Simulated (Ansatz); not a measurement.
# SiTe2 monolayer (2H): modes against uniaxial strain along the armchair direction, normal to a, with the width clamped

Wanted: the shifts of the zone-centre modes of SiTe2 monolayer (2H) with strain.

Method: DFT PBE, scalar-relativistic, plane waves, PAW; PAW set soft_1, in Ansatz 0.2.0.

**1. Set-up**

The cell holds 3 atoms: 1 Si and 2 Te. Cell: a = 3.680 Å, b = 3.680 Å, c = 31.000 Å, α = 90.0°, β = 90.0°, γ = 120.0°. Vacuum lies along c. The height across the vacuum is the one that the program set for its solve, not the one typed.

**2. Bringing the structure to rest**

The cell and atoms are relaxed, since residual forces and stress would shift the frequencies. The program lengthens the typed cell of 20.0 Å along the normal to 31.0 Å, as its cut-off of the electrostatics needs, and moves no atom.

Contents of input.yaml:

```yaml
crystal:
  lattice:
    - [3.68, 0.0, 0.0]
    - [-1.84, 3.18697, 0.0]
    - [0.0, 0.0, 20.0]
  atoms:
    - { symbol: Si, position: [0.333333, 0.666667, 0.5] }
    - { symbol: Te, position: [0.666667, 0.333333, 0.59] }
    - { symbol: Te, position: [0.666667, 0.333333, 0.41] }
  periodic: [true, true, false]
kpoints:
  mp_grid: { grid: [15, 15, 1] }
hamiltonian:
  xc: pbe
  pseudopotentials: { kind: paw, azcp: { folder: soft_1 } }
scf:
  occupations: { method: gaussian, width: 0.1 }
output:
  forces: true
  stress: true
  eigenvalues: true
  write_density: true
  write_potential: true
  elf: true
  volumetric_format: npy
relax:
  adjacent_minimum: "off"
  f_tol: 0.005
  max_steps: 80
  cell: { stress_2d_tol: 0.02 }
```

On the command line:

```
$ ansatz run input.yaml --threads 4 --pin off --max-ram 16384MiB --backend cpu --events-out ev --progress --plain --runs-dir out
```

Numbers of over 12 decimals in the logs are rounded to 6 here.

Output:

```text
Warning: crystal.periodic: the lattice vector that does not repeat stood 0.000° off the slab's normal, 20.000 Å along it as the deck builds it. The run solves the slab on a vector along the normal, 31.000 Å long, with every atom where it was (on the deck's vector they left 16.40 Å outside them, and the widest stretch free of ions among them is 1.80 Å). A fractional position that the run reports is one of the run's ce [...]
Warning: the atoms were moved onto the symmetric positions of the space group found under crystal.symmetry.tolerance 1.0e-5 (fractional; no operation is sought that the atoms, as they stand in a round, miss by more than twice it, and no atom is moved by as much as it), and the run uses the moved positions. Before a round's move an operation carried an atom to 4.91e-6 Å from where it should land, the largest such dist [...]
crystal.periodic: the lattice vector that does not repeat stood 0.000° off the slab's normal, 20.000 Å along it as the deck builds it. The run solves the slab on a vector along the normal, 31.000 Å long, with every atom where it was (on the deck's vector they left 16.40 Å outside them, and the widest stretch free of ions among them is 1.80 Å). A fractional position that the run reports is one of the run's cell, which [...]
Engine: ansatz 0.2.0, aarch64-unknown-linux-gnu
Pseudopotentials: kind: paw
Pseudopotential: Si, paw, valence charge 4, recommended cutoff 420 eV (normal), soft_1/Si.paw.azcp
Pseudopotential: Te, paw, valence charge 16, recommended cutoff 420 eV (normal), soft_1/Te.paw.azcp
Functional definition: PBE
  parameter kappa = 0.804
  parameter beta = 0.066725
  exchange = pbe_x(kappa = kappa, mu = beta*pi^2/3)
  correlation = pbe_c(beta = beta)
Crystal: 3 atoms, lattice volume = 363.570 Å³
Basis set: ecut = 420 eV, 7087 PW (Γ), exchange–correlation on 50×50×432 points (8 copies of the dense FFT grid, shifted against one another)
Bands: 22, of which v1, the nominal top of the filled ones, is band 18 counted from 1 (17 counted from 0)
Symmetry: 12 space group operations
Space group: P-6m2 (ITA 187), of the structure as read, at distance tolerance 7.1e-5 Å
k-points: 27 of 225 (time reversal used)
Non-local potential: Si, projectors of the file, l = 0: 2, l = 1: 2, l = 2: 1
Non-local potential: Te, projectors of the file, l = 0: 2, l = 1: 2, l = 2: 2, l = 3: 1
PAW form: soft (Blöchl's): semilocal exchange-correlation on the pseudo side does not see the compensation charge
PAW one-centre angular grid: Si, 110 points (default); XC on 64 Gauss nodes
PAW one-centre angular grid: Te, 590 points (default); XC on 64 Gauss nodes
Initial density: superposition of atomic densities (neutral atoms: chi_scale 0, normalization atom)
Initial wavefunctions: pseudopotential atomic-orbital guess
Functional: x = pbe(κ = 0.804, μ = 0.219515), c = pbe(β = 0.066725)
iter 1 solved again at ethr=1.27e-3 eV; its pass at ethr=3.10e-3 eV (dr2=4.58e-1 eV) is discarded
SCF iter   1: F=—  HF=-14595.047685 eV  |F-HF|=—  |Δ(HF+E_count)|=         —  Δρ=9.06e-3  dr2=4.72e-1  ethr=1.27e-3  ⟨swp⟩=1.9  Hψ=5822  notcnv=0
preconditioner: auto → LDOS  [metal: Δε(μ)=0.018 eV  Ē_g=7.955 eV  σ=0.100 eV  W_gap=0.10  n_scr=18 (ndim 8)  ℏωp=7.8 eV  f_vac=0.739  D(μ)=3.44/eV (n_scr^D=12)  β→1.0]
SCF iter   2: F=—  HF=-14594.971174 eV  |F-HF|=—  |Δ(HF+E_count)|=   7.65e-2  Δρ=2.41e-3  dr2=2.20e-2  ethr=1.27e-3  ⟨swp⟩=3.7  Hψ=1130  notcnv=0
SCF iter   3: F=—  HF=-14594.974478 eV  |F-HF|=—  |Δ(HF+E_count)|=   3.30e-3  Δρ=1.18e-3  dr2=1.41e-2  ethr=6.11e-5  ⟨swp⟩=3.0  Hψ=1422  notcnv=0
SCF iter   4: F=—  HF=-14594.972018 eV  |F-HF|=—  |Δ(HF+E_count)|=   2.46e-3  Δρ=3.06e-4  dr2=1.53e-3  ethr=3.91e-5  ⟨swp⟩=3.7  Hψ=1346  notcnv=0
SCF iter   5: F=—  HF=-14594.971839 eV  |F-HF|=—  |Δ(HF+E_count)|=   1.79e-4  Δρ=1.19e-4  dr2=1.96e-4  ethr=4.26e-6  ⟨swp⟩=2.1  Hψ=837  notcnv=0
SCF iter   6: F=—  HF=-14594.971804 eV  |F-HF|=—  |Δ(HF+E_count)|=   3.51e-5  Δρ=3.32e-5  dr2=8.37e-6  ethr=5.45e-7  ⟨swp⟩=3.9  Hψ=1409  notcnv=0
SCF iter   7: F=—  HF=-14594.971852 eV  |F-HF|=—  |Δ(HF+E_count)|=   4.79e-5  Δρ=8.13e-6  dr2=2.53e-7  ethr=2.33e-8  ⟨swp⟩=2.7  Hψ=1168  notcnv=0
SCF iter   8: F=-14594.971852 eV  HF=-14594.971852 eV  |F-HF|=4.85e-8  |Δ(HF+E_count)|=   2.30e-7  Δρ=1.76e-6  dr2=1.23e-8  ethr=2.78e-10  ⟨swp⟩=22.0  Hψ=6894  notcnv=0
SCF 1 converged in 8 iterations: F = -14594.971852 eV  dr2 = 1.23e-8
  Residual-converged pass: ⟨swp⟩=1.1  Hψ=704  notcnv=0  max |occ|·‖R‖ = 7.0e-9 eV (tolerance 1.0e-8 eV)  dr2=1.23e-8  dr2_onsite=6.47e-10  max |Δocc| = 1.2e-10
  greatest PAW one-centre occupation: 0.998 electrons in one spin orbital (limit 2), on the Te atom at site 2 (counted from 0), in its partial waves of l = 2
relax step   1: F+E_penalty+E_count = -14594.97185232 eV  Δ(F+E_penalty+E_count) = +0.000e0 eV  max|allowed force component| = 3.891e-1 eV/Å  Δτ_max = 0.0000 Å  P = -0.771 N/m  Ω = 363.570 Å³  fix = [c, alpha, beta]  reactions: c -0.000 N/m  (8 SCF iters, dr2 threshold 1.00e-7 eV, accepted)
Crystal: 3 atoms, lattice volume = 347.456 Å³
Basis set: ecut = 420 eV, 6691 PW (Γ), exchange–correlation on 50×50×432 points (8 copies of the dense FFT grid, shifted against one another)
Initial density: handed on by an earlier stage of this run
Initial wavefunctions: those handed on with the density
iter 1 solved again at ethr=7.55e-5 eV; its pass at ethr=3.10e-3 eV (dr2=2.72e-2 eV) is discarded
SCF iter   1: F=—  HF=-14595.024445 eV  |F-HF|=—  |Δ(HF+E_count)|=         —  Δρ=2.65e-3  dr2=2.94e-2  ethr=7.55e-5  ⟨swp⟩=3.0  Hψ=5145  notcnv=0
preconditioner: auto → LDOS  [metal: Δε(μ)=0.065 eV  Ē_g=7.776 eV  σ=0.100 eV  W_gap=0.36  n_scr=18 (ndim 8)  ℏωp=8.0 eV  f_vac=0.731  D(μ)=1.96/eV (n_scr^D=8)  β→1.0]
SCF iter   2: F=—  HF=-14595.023190 eV  |F-HF|=—  |Δ(HF+E_count)|=   1.26e-3  Δρ=1.33e-3  dr2=1.79e-2  ethr=7.55e-5  ⟨swp⟩=3.0  Hψ=1316  notcnv=0
SCF iter   3: F=—  HF=-14595.020402 eV  |F-HF|=—  |Δ(HF+E_count)|=   2.79e-3  Δρ=4.34e-4  dr2=1.43e-3  ethr=4.97e-5  ⟨swp⟩=3.4  Hψ=1410  notcnv=0
SCF iter   4: F=—  HF=-14595.020294 eV  |F-HF|=—  |Δ(HF+E_count)|=   1.08e-4  Δρ=1.06e-4  dr2=6.40e-5  ethr=3.97e-6  ⟨swp⟩=3.4  Hψ=1262  notcnv=0
SCF iter   5: F=—  HF=-14595.020333 eV  |F-HF|=—  |Δ(HF+E_count)|=   3.83e-5  Δρ=2.82e-5  dr2=3.20e-6  ethr=1.78e-7  ⟨swp⟩=3.1  Hψ=1255  notcnv=0
SCF iter   6: F=-14595.020334 eV  HF=-14595.020334 eV  |F-HF|=4.75e-9  |Δ(HF+E_count)|=   1.68e-6  Δρ=6.78e-6  dr2=1.77e-7  ethr=8.33e-10  ⟨swp⟩=18.3  Hψ=7410  notcnv=0
SCF 2 converged in 6 iterations: F = -14595.020334 eV  dr2 = 1.77e-7
[...]
SCF iter   1: F=—  HF=-14595.036830 eV  |F-HF|=—  |Δ(HF+E_count)|=         —  Δρ=7.77e-4  dr2=3.58e-3  ethr=8.27e-6  ⟨swp⟩=3.6  Hψ=4761  notcnv=0
preconditioner: auto → LDOS  [metal: Δε(μ)=0.033 eV  Ē_g=7.887 eV  σ=0.100 eV  W_gap=0.18  n_scr=18 (ndim 8)  ℏωp=8.0 eV  f_vac=0.735  D(μ)=2.21/eV (n_scr^D=10)  β→1.0]
SCF iter   2: F=—  HF=-14595.036254 eV  |F-HF|=—  |Δ(HF+E_count)|=   5.76e-4  Δρ=1.66e-4  dr2=1.07e-4  ethr=8.27e-6  ⟨swp⟩=2.9  Hψ=898  notcnv=0
SCF iter   3: F=—  HF=-14595.036354 eV  |F-HF|=—  |Δ(HF+E_count)|=   9.95e-5  Δρ=9.11e-5  dr2=3.92e-5  ethr=2.98e-7  ⟨swp⟩=3.0  Hψ=1298  notcnv=0
SCF iter   4: F=—  HF=-14595.036340 eV  |F-HF|=—  |Δ(HF+E_count)|=   1.31e-5  Δρ=2.15e-5  dr2=3.24e-6  ethr=1.09e-7  ⟨swp⟩=3.0  Hψ=1192  notcnv=0
SCF iter   5: F=-14595.036341 eV  HF=-14595.036341 eV  |F-HF|=2.93e-8  |Δ(HF+E_count)|=   9.90e-7  Δρ=6.29e-6  dr2=1.65e-7  ethr=8.33e-10  ⟨swp⟩=18.4  Hψ=7554  notcnv=0
SCF 3 converged in 5 iterations: F = -14595.036341 eV  dr2 = 1.65e-7
  greatest PAW one-centre occupation: 0.998 electrons in one spin orbital (limit 2), on the Te atom at site 1 (counted from 0), in its partial waves of l = 2
relax step   3: F+E_penalty+E_count = -14595.03634149 eV  Δ(F+E_penalty+E_count) = -1.601e-2 eV  max|allowed force component| = 9.471e-2 eV/Å  Δτ_max = 0.0372 Å  P = -0.320 N/m  Ω = 345.699 Å³  energy of the carried Pulay correction = +5.670e-4 eV  fix = [c, alpha, beta]  reactions: c -0.000 N/m  (5 SCF iters, dr2 threshold 3.00e-7 eV, accepted)
[...]
relax step   4: F+E_penalty+E_count = -14595.03823182 eV  Δ(F+E_penalty+E_count) = -1.890e-3 eV  max|allowed force component| = 3.762e-3 eV/Å  Δτ_max = 0.0163 Å  P = -0.050 N/m  Ω = 345.159 Å³  energy of the carried Pulay correction = +5.849e-4 eV  fix = [c, alpha, beta]  reactions: c -0.000 N/m  (5 SCF iters, dr2 threshold 3.00e-7 eV, accepted)
[...]
relax step   5: F+E_penalty+E_count = -14595.03824717 eV  Δ(F+E_penalty+E_count) = -1.536e-5 eV  max|allowed force component| = 1.332e-3 eV/Å  Δτ_max = 0.0002 Å  P = -0.032 N/m  Ω = 345.035 Å³  energy of the carried Pulay correction = +5.891e-4 eV  fix = [c, alpha, beta]  reactions: c -0.000 N/m  (4 SCF iters, dr2 threshold 3.41e-9 eV, accepted)
[...]
relax step   6: F+E_penalty+E_count = -14595.03826523 eV  Δ(F+E_penalty+E_count) = -1.806e-5 eV  max|allowed force component| = 6.347e-4 eV/Å  Δτ_max = 0.0004 Å  P = +0.001 N/m  Ω = 344.741 Å³  energy of the carried Pulay correction = +5.988e-4 eV  fix = [c, alpha, beta]  reactions: c +0.000 N/m  (4 SCF iters, dr2 threshold 1.40e-9 eV, accepted)
Basis set: ecut = 420 eV, 6625 PW (Γ), exchange–correlation on 48×48×432 points (8 copies of the dense FFT grid, shifted against one another)
Initial wavefunctions: pseudopotential atomic-orbital guess (no wavefunctions were taken with the density)
iter 1 solved again at ethr=7.97e-7 eV; its pass at ethr=3.10e-3 eV (dr2=2.87e-4 eV) is discarded
SCF iter   1: F=—  HF=-14595.037639 eV  |F-HF|=—  |Δ(HF+E_count)|=         —  Δρ=2.23e-5  dr2=4.27e-7  ethr=7.97e-7  ⟨swp⟩=5.5  Hψ=6958  notcnv=0
eigensolver tolerance schedule: the retry pair's looser diagonalisation over-reported the residual by 670.72 of it (diagonalisation noise at 0.21 of the residual, at the tolerance the schedule requests for it); recorded, not acted on — ethr = c·dr2/N_el stays at c = 1.0e-1
SCF iter   2: F=—  HF=-14595.037678 eV  |F-HF|=—  |Δ(HF+E_count)|=   3.93e-5  Δρ=7.56e-6  dr2=2.11e-7  ethr=1.19e-9  ⟨swp⟩=5.4  Hψ=2000  notcnv=0
SCF iter   3: F=—  HF=-14595.037678 eV  |F-HF|=—  |Δ(HF+E_count)|=   5.47e-8  Δρ=2.16e-6  dr2=3.48e-8  ethr=5.85e-10  ⟨swp⟩=2.6  Hψ=1159  notcnv=0
SCF iter   4: F=—  HF=-14595.037678 eV  |F-HF|=—  |Δ(HF+E_count)|=   1.67e-8  Δρ=6.10e-7  dr2=1.23e-9  ethr=9.66e-11  ⟨swp⟩=3.6  Hψ=1161  notcnv=0
SCF iter   5: F=—  HF=-14595.037678 eV  |F-HF|=—  |Δ(HF+E_count)|=  8.37e-11  Δρ=1.22e-7  dr2=1.15e-10  ethr=3.43e-12  ⟨swp⟩=3.2  Hψ=1292  notcnv=0
SCF iter   6: F=—  HF=-14595.037678 eV  |F-HF|=—  |Δ(HF+E_count)|=   1.95e-9  Δρ=3.42e-8  dr2=5.63e-12  ethr=1.00e-12  ⟨swp⟩=3.1  Hψ=1055  notcnv=0
SCF iter   7: F=-14595.037678 eV  HF=-14595.037678 eV  |F-HF|=8.73e-11  |Δ(HF+E_count)|=  3.42e-10  Δρ=7.60e-9  dr2=1.17e-13  ethr=1.00e-12  ⟨swp⟩=14.5  Hψ=4578  notcnv=0
SCF 7 converged in 7 iterations: F = -14595.037678 eV  dr2 = 1.17e-13
relax step   7: F+E_penalty+E_count = -14595.03767805 eV  Δ(F+E_penalty+E_count) = +5.872e-4 eV  max|allowed force component| = 5.396e-4 eV/Å  Δτ_max = 0.0000 Å  P = -0.000 N/m  Ω = 344.741 Å³  fix = [c, alpha, beta]  reactions: c -0.000 N/m  stress off target by 3.55e-4 N/m on what of the cell is left free  SCF on the basis re-selected at this cell (its energy is not comparable with the rows above)  (7 SCF iters)
basis re-selected at this cell: Δ(F+E_penalty+E_count) = +5.872e-4 eV, ΔP = -0.001 N/m vs the last step (what re-selecting the basis moved, of the pressure what is left beyond the Pulay correction that the steps carried, after the strain that the cell walked since its last selection, with what the two solves' SCF thresholds leave and, on support functions, any second-order correction that the steps lacked; it is no measure of the basis error at this ecutwfc). The dense FFT grid was sized anew with the basis: this SCF ran on 24×24×216 points, the steps before it on 25×25×216, so part of this shift can come from that change (see relax.cell in the input reference). [rest of the remark cut]
SCF converged after 7 iterations
Free energy (F): -14595.037678 eV
Harris-Foulkes:  -14595.037678 eV  (|F-HF|=8.73e-11)
Internal energy: -14595.027512 eV  (E = F + TS)
E sigma→0 (E₀):  -14595.032595 eV
Entropy (-TS):   -0.010166 eV (-3.389 meV/atom)
Fermi energy:    -4.853501 eV
--- Per-component energies (eV) ---
  E_band       = -991.591437
  E_kinetic    = 382.825690
  E_local      = -62424.914571  (includes V_loc(G=0)·N_el)
  E_nonlocal   = 152.420777
  E_hartree    = 30968.891956
  E_xc         = -300.898915
  E_vxc        = -250.791827  (∫ρ·V_xc dr)
  E_paw        = -9851.018507  (= ΣΔE_a)
  E_vpaw       = -788.915630  (= ΣTr[D̂ρ^β])
  E_aug_tail   = 0.000218  (compensation charges beyond the density's cutoff)
  E_ewald      = 26477.665841
  E_smearing   = -0.010166  (= −TS)
  E_closure    = -0.000000  (closes the sum)
  Σ components = -14595.037678   (vs F -14595.037678, Δ=0.00e0)
--- Forces (eV/Å), atoms counted from 1 ---
  atom   1  Si     0.00000000     0.00000000     0.00000000
  atom   2  Te    -0.00000000    -0.00000000    -0.00053960
  atom   3  Te    -0.00000000    -0.00000000     0.00053960
  max |Σ_I F_I| component: 6.48e-16 eV/Å
--- 2D stress c σ (N/m, compression-positive) ---
       -0.000355      -0.000000       0.000000
       -0.000000      -0.000355       0.000000
        0.000000       0.000000      -0.000000
  P = ½ c Tr σ = -0.0004 N/m
--- Band table (eV; the first three rows and the last of 27) ---
  k-point 0: bands = [... 14 lower, -4.3499, -4.3499, -3.6343, -3.1804, -3.1804, -1.3244, -1.3244, -0.8401]
  k-point 1: bands = [... 14 lower, -5.0999, -4.5157, -3.7022, -3.3056, -3.2913, -1.5199 (-1.5199°), -1.1726, -0.7009]
  k-point 2: bands = [... 14 lower, -6.3033, -4.9029, -4.7968, -3.5775, -3.1670, -1.9206, -0.8664, -0.4661]
  k-point 26: bands = [... 14 lower, -9.2604, -8.2120, -8.0528, -5.3005, -5.2470, -3.8358, -1.2062, 0.4512]
  ° read free of the cell's end (the report's vacuum.weakly_bound_levels)
--- Relaxed structure (6 steps of the walk, 6 accepted, 1 SCFs on fresh bases) ---
  F+E_penalty+E_count = -14595.03767805 eV   max|allowed force component| = 5.396e-4 eV/Å   (the final SCF, on the basis selected at the relaxed cell)
  cell:  # Å, volume = 344.7414 Å³
    - [3.583443, 0, 0]
    - [-1.791722, 3.103353, 0]
    - [0, 0, 31.0]
  atoms:
    - { symbol: Si, position: [0.333333, 0.666667, 0.322581] }
    - { symbol: Te, position: [0.666667, 0.333333, 0.383803] }
    - { symbol: Te, position: [0.666667, 0.333333, 0.261358] }
```

Elapsed: 37 s, on 4 threads of Arm Neoverse V2, shared host; peak memory 0.7 GiB; 2.4 min of CPU time.

Relaxation path:

```
step  energy less that of the first step (eV)  largest force component (eV/Å)  volume (Å³)
   1                                   0.0000                          0.3891       363.57
   2                                  -0.0485                          0.2732       347.46
   3                                  -0.0645                          0.0947       345.70
   4                                  -0.0664                          0.0038       345.16
   5                                  -0.0664                          0.0013       345.03
   6                                  -0.0664                          0.0006       344.74
  7*                                  -0.0658                          0.0005       344.74
```

Relaxation steps marked * repeat the geometry before them on a plane-wave basis chosen anew for their cell, so energy and pressure can jump there.

The run keeps the 12 symmetry operations that it works with, so distortions that break them were not tested.

```
cell as run  before  after  change
      a (Å)   3.680  3.583  -2.6 %
      b (Å)   3.680  3.583  -2.6 %
```

The atoms that moved most (Å, along periodic axes as changes of fractional coordinates times the final cell, across vacuum about the mean position):

```
atom     dx     dy      dz  length
 Te2  0.000  0.000   0.098   0.098
 Te3  0.000  0.000  -0.098   0.098
```

Final coordinates:

```cif
data_structure
_symmetry_space_group_name_H-M 'P 1'
_symmetry_Int_Tables_number 1
_cell_length_a 3.5834
_cell_length_b 3.5834
_cell_length_c 31.0000
_cell_angle_alpha 90.000
_cell_angle_beta 90.000
_cell_angle_gamma 120.000
_cell_volume 344.74
loop_
_atom_site_label
_atom_site_type_symbol
_atom_site_fract_x
_atom_site_fract_y
_atom_site_fract_z
_atom_site_occupancy
Si1 Si 0.33333 0.66667 0.32258 1
Te2 Te 0.66667 0.33333 0.38380 1
Te3 Te 0.66667 0.33333 0.26136 1
```

This step gave:

```yaml
gap_on_the_k_mesh: 0 eV
area_per_atom: 3.707 Å²
```

ELF in the ac plane at fractional y = 0.333, with atoms of Te within 0.2 Å of it. It is the smooth field of the valence electrons, not physical close to the nuclei.

Values, 24 rows by 14 columns, each cell a mean:
```
0.00 0.00 0.00 0.00 0.00 0.00 0.00 0.00 0.00 0.00 0.00 0.00 0.00 0.00
0.00 0.00 0.00 0.00 0.00 0.00 0.00 0.00 0.00 0.00 0.00 0.00 0.00 0.00
0.00 0.00 0.00 0.00 0.00 0.00 0.00 0.00 0.00 0.00 0.00 0.00 0.00 0.00
0.00 0.00 0.00 0.00 0.00 0.00 0.00 0.00 0.00 0.00 0.00 0.00 0.00 0.00
0.00 0.00 0.00 0.00 0.00 0.00 0.00 0.00 0.00 0.00 0.00 0.00 0.00 0.00
0.00 0.00 0.00 0.00 0.00 0.00 0.00 0.00 0.00 0.00 0.00 0.00 0.00 0.00
0.00 0.00 0.00 0.00 0.00 0.00 0.00 0.00 0.00 0.00 0.00 0.00 0.00 0.00
0.00 0.00 0.00 0.00 0.00 0.00 0.00 0.00 0.00 0.00 0.00 0.00 0.00 0.00
0.00 0.00 0.00 0.00 0.00 0.00 0.00 0.00 0.00 0.00 0.00 0.00 0.00 0.00
0.00 0.00 0.00 0.00 0.00 0.00 0.00 0.00 0.00 0.00 0.00 0.00 0.00 0.00
0.00 0.00 0.00 0.00 0.00 0.00 0.00 0.00 0.00 0.00 0.00 0.00 0.00 0.00
0.00 0.00 0.00 0.00 0.00 0.00 0.00 0.00 0.00 0.00 0.00 0.00 0.00 0.00
0.01 0.01 0.00 0.00 0.01 0.02 0.04 0.08 0.10 0.11 0.10 0.08 0.06 0.03
0.29 0.13 0.06 0.09 0.22 0.41 0.55 0.64 0.67 0.68 0.67 0.65 0.60 0.49
0.56 0.37 0.21 0.27 0.50 0.58 0.51 0.33 0.20 0.16 0.17 0.27 0.44 0.55
0.53 0.46 0.41 0.43 0.50 0.54 0.50 0.42 0.35 0.32 0.33 0.39 0.47 0.53
0.53 0.55 0.54 0.54 0.54 0.50 0.43 0.34 0.30 0.28 0.29 0.32 0.39 0.47
0.54 0.38 0.23 0.29 0.49 0.54 0.47 0.29 0.15 0.11 0.12 0.23 0.39 0.51
0.46 0.24 0.12 0.17 0.38 0.57 0.65 0.65 0.62 0.59 0.60 0.64 0.66 0.63
0.05 0.02 0.01 0.01 0.04 0.09 0.16 0.24 0.29 0.31 0.30 0.26 0.20 0.13
0.00 0.00 0.00 0.00 0.00 0.00 0.00 0.00 0.01 0.01 0.01 0.00 0.00 0.00
0.00 0.00 0.00 0.00 0.00 0.00 0.00 0.00 0.00 0.00 0.00 0.00 0.00 0.00
0.00 0.00 0.00 0.00 0.00 0.00 0.00 0.00 0.00 0.00 0.00 0.00 0.00 0.00
0.00 0.00 0.00 0.00 0.00 0.00 0.00 0.00 0.00 0.00 0.00 0.00 0.00 0.00
```
Columns run along a (3.6 Å), rows up along c (31.0 Å). Atoms in or near the plane, at fractional coordinates: Te at (0.67, 0.38), Te at (0.67, 0.26).

Electrostatic potential energy in the ac plane at fractional y = 0.333, with atoms of Te within 0.2 Å of it. With pseudopotentials it is smooth inside the atoms' cores, unlike the true potential.

Ten even steps from '_' (-28 eV) to '@' (0 eV), each cell a mean:
```
@@@@@@@@@@@@@@@@@@@@@@@@@@@@
@@@@@@@@@@@@@@@@@@@@@@@@@@@@
@@@@@@@@@@@@@@@@@@@@@@@@@@@@
@@@@@@@@@@@@@@@@@@@@@@@@@@@@
@@@@@@@@@@@@@@@@@@@@@@@@@@@@
@@@@@@@@@@@@@@@@@@@@@@@@@@@@
@@@@@@@@@@@@@@@@@@@@@@@@@@@@
@@@@@@@@@@@@@@@@@@@@@@@@@@@@
@@@@@@@@@@@@@@@@@@@@@@@@@@@@
@@@@@@@@@@@@@@@@@@@@@@@@@@@@
@@@@@@@@@@@@@@@@@@@@@@@@@@@@
@@@@@@@@@@@@@@@@@@@@@@@@@@@@
@@@@@@@@@@@@@@@@@@@@@@@@@@@@
@@@@@@@@@@@@@@%%%%####%%%%@@
##%%@@@@%%++..__==**++::__--
%%%%%%%%%%##**==--==--==++##
##########%%%%####**####%%%%
##%%%%%%##++..__==**++..__--
@@@@@@@@@@%%##++======++**##
@@@@@@@@@@@@@@@@@@@@@@@@@@@@
@@@@@@@@@@@@@@@@@@@@@@@@@@@@
@@@@@@@@@@@@@@@@@@@@@@@@@@@@
@@@@@@@@@@@@@@@@@@@@@@@@@@@@
@@@@@@@@@@@@@@@@@@@@@@@@@@@@
```
Columns run along a (3.6 Å; values clipped at the 3rd and 97th percentile), rows up along c (31.0 Å). Atoms in or near the plane, at fractional coordinates: Te at (0.67, 0.38), Te at (0.67, 0.26).

Valence density in the ac plane at fractional y = 0.333, with atoms of Te within 0.2 Å of it. It is the smooth field of the valence electrons, not physical close to the nuclei.

Ten steps, logarithmic in the rise over the least value, from '0' (0 e/Å³) to '9' (11 e/Å³), each cell a mean:
```
00000000000000
00000000000000
00000000000000
00000000000000
00000000000000
00000000000000
00000000000000
00000000000000
00000000000000
00000000000000
00000000000000
00000000000000
00000000000000
00000011222111
21112347999853
22222234565432
22222222222222
22112347999854
11001123455432
00000000000000
00000000000000
00000000000000
00000000000000
00000000000000
```
Columns run along a (3.6 Å), rows up along c (31.0 Å). Atoms in or near the plane, at fractional coordinates: Te at (0.67, 0.38), Te at (0.67, 0.26).

(Continued in part 2 of 3.)

[Logs are printed without paths, hosts, clocks, repeated set-up lines and the standing remarks that a program may print on its own settings, such as how far it seeks lower states.]

[Hosts, paths, dates, database ids (printed as entryN), source tags and the programs' standing remarks are cut or masked in the printed files.]
